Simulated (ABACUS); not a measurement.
Wanted: the native input for an ABACUS 3.10.1 run.

```yaml
Task: band structure
Functional: RPBE
Potentials_or_basis: SG15 ONCV 1.2 PBE
Cutoff: 1361 eV
Density_cutoff: 5442 eV
Basis: DZP LCAO (the cutoffs set its grid)
Occupations: fermi-dirac, width 0.05 eV
Spin: collinear spin, ferromagnetic start
Starting_moments: "[2.0] μB"
Radial_cutoff_of_the_potentials_pseudo_rcut: 7 bohr
Orbital_files: V V_confined-atom_7au_3s2p2d1f.orb
Density: read from an earlier self-consistent run
Path: G-H-N-G-P-H, P-N
Points_for_each_segment_of_the_path: 10
SCF_threshold_on_the_density: 1e-07
Max_SCF_steps: 100
Eigensolver: genelpa
Mixing: broyden
Mixing_share: 0.4
Symmetry_key: -1
```

V:

```
V
1.0
    -1.51435    1.51435    1.51435
     1.51435   -1.51435    1.51435
     1.51435    1.51435   -1.51435
V
1
Direct
  0.00000 0.00000 0.00000
```

One way to write it, as run:

INPUT

```
INPUT_PARAMETERS
suffix              V
calculation         nscf
basis_type          lcao
pseudo_dir          ./
orbital_dir         ./
symmetry            -1
dft_functional      GGA_X_RPBE+GGA_C_PBE
ecutwfc             100.0
pseudo_rcut         7
nspin               2
nbands              18
ks_solver           genelpa
smearing_method     fd
smearing_sigma      0.00367493
scf_thr             1e-07
scf_nmax            100
mixing_type         broyden
mixing_beta         0.4
init_chg            file
out_band            1
```

STRU

```
ATOMIC_SPECIES
V 50.9415 V_ONCV_PBE-1.2.upf

NUMERICAL_ORBITAL
V_confined-atom_7au_3s2p2d1f.orb

LATTICE_CONSTANT
1.8897261246

LATTICE_VECTORS
-1.5143500000 1.5143500000 1.5143500000
1.5143500000 -1.5143500000 1.5143500000
1.5143500000 1.5143500000 -1.5143500000

ATOMIC_POSITIONS
Direct

V
0.0
1
0.0000000000 0.0000000000 0.0000000000 1 1 1 mag 2
```

KPT

```
K_POINTS
8
Line
0.00000000 0.00000000 0.00000000 10 // G
0.50000000 -0.50000000 0.50000000 10 // H
0.00000000 0.00000000 0.50000000 10 // N
0.00000000 0.00000000 0.00000000 10 // G
0.25000000 0.25000000 0.25000000 10 // P
0.50000000 -0.50000000 0.50000000 1 // H
0.25000000 0.25000000 0.25000000 10 // P
0.00000000 0.00000000 0.50000000 1 // N
```

Potentials or basis: SG15 ONCV 1.2 PBE, DZP LCAO (the cutoffs set its grid).

Launch:

```sh
$ OMP_NUM_THREADS=1 mpirun -np 4 abacus > log
```

It took 1 s on 4 MPI ranks on Intel(R) Xeon(R) Platinum 8259CL CPU @ 2.50GHz (Skylake/Cascade Lake), with other jobs on the host, peak memory 0.4 GiB a rank.
